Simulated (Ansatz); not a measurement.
Level of theory: Ansatz, DFT PBE, scalar-relativistic, plane waves, PAW.

Structure of CdO:

```
CELL_PARAMETERS angstrom
0.00000 2.38384 2.38384
2.38384 0.00000 2.38384
2.38384 2.38384 0.00000
ATOMIC_POSITIONS crystal
Cd 0.00000 0.00000 0.00000
O 0.50000 0.50000 0.50000
```

Plane waves to 420 eV, a k mesh through Γ of 16×16×16 on the computed 2-atom cell and Gaussian smearing (0.10 eV); no spin polarisation.

Levels along Γ–X–U | K–Γ–L–W–X, in eV from the Fermi level, sorted by energy at each point. Points in fractions of the primitive reciprocal vectors: Γ (0.000 0.000 0.000), X (0.500 0.000 0.500), U (0.625 0.250 0.625), K (0.375 0.375 0.750), L (0.500 0.500 0.500), W (0.500 0.250 0.750).
```csv
point,"k (1/Å, with 2π)",band 11,band 12,band 13,band 14,band 15
Γ,0.000,-1.28,-1.28,-1.28,-0.58,14.40
-,0.188,-1.87,-1.30,-1.30,0.30,13.84
-,0.377,-2.40,-1.36,-1.36,1.58,12.98
-,0.565,-2.73,-1.48,-1.48,2.83,11.40
-,0.753,-3.01,-1.68,-1.68,3.73,9.55
-,0.941,-3.35,-1.92,-1.92,4.00,8.54
-,1.130,-3.81,-2.12,-2.12,3.79,8.27
X,1.318,-4.10,-2.19,-2.19,3.65,8.25
-,1.384,-4.07,-2.21,-2.17,3.69,8.26
-,1.451,-4.01,-2.27,-2.10,3.80,8.26
-,1.518,-3.90,-2.35,-1.98,3.98,8.27
-,1.584,-3.77,-2.46,-1.83,4.21,8.28
-,1.651,-3.62,-2.57,-1.65,4.49,8.30
-,1.717,-3.45,-2.69,-1.46,4.81,8.33
U,1.784,-3.27,-2.80,-1.25,5.14,8.36
K,1.784,-3.27,-2.80,-1.25,5.14,8.36
-,1.984,-3.09,-2.71,-0.66,6.11,7.07
-,2.183,-3.27,-2.19,-0.26,5.37,7.73
-,2.383,-3.31,-1.79,-0.17,4.09,9.21
-,2.583,-3.17,-1.52,-0.39,2.83,10.74
-,2.782,-2.75,-1.37,-0.78,1.56,12.10
-,2.982,-2.01,-1.30,-1.14,0.32,13.61
Γ,3.182,-1.28,-1.28,-1.28,-0.58,14.40
-,3.345,-1.88,-1.22,-1.22,0.09,13.80
-,3.508,-2.61,-1.05,-1.05,1.04,12.31
-,3.671,-3.17,-0.80,-0.80,1.99,10.68
-,3.834,-3.54,-0.54,-0.54,2.86,9.21
-,3.997,-3.71,-0.30,-0.30,3.60,8.03
-,4.160,-3.77,-0.14,-0.14,4.13,7.23
L,4.323,-3.78,-0.09,-0.09,4.33,6.93
-,4.456,-3.77,-0.26,-0.13,4.54,6.88
-,4.589,-3.73,-0.71,-0.28,5.07,6.72
-,4.722,-3.64,-1.28,-0.52,5.79,6.48
-,4.855,-3.50,-1.86,-0.85,6.19,6.61
-,4.989,-3.29,-2.38,-1.25,5.92,7.46
-,5.122,-3.03,-2.74,-1.66,5.74,8.25
W,5.255,-2.87,-2.87,-1.86,5.67,8.67
-,5.349,-3.08,-2.69,-1.88,5.53,8.51
-,5.443,-3.31,-2.53,-1.91,5.18,8.40
-,5.537,-3.53,-2.40,-1.97,4.73,8.33
-,5.631,-3.75,-2.31,-2.04,4.30,8.29
-,5.726,-3.93,-2.24,-2.11,3.95,8.27
-,5.820,-4.05,-2.21,-2.17,3.72,8.26
X,5.914,-4.10,-2.19,-2.19,3.65,8.25
```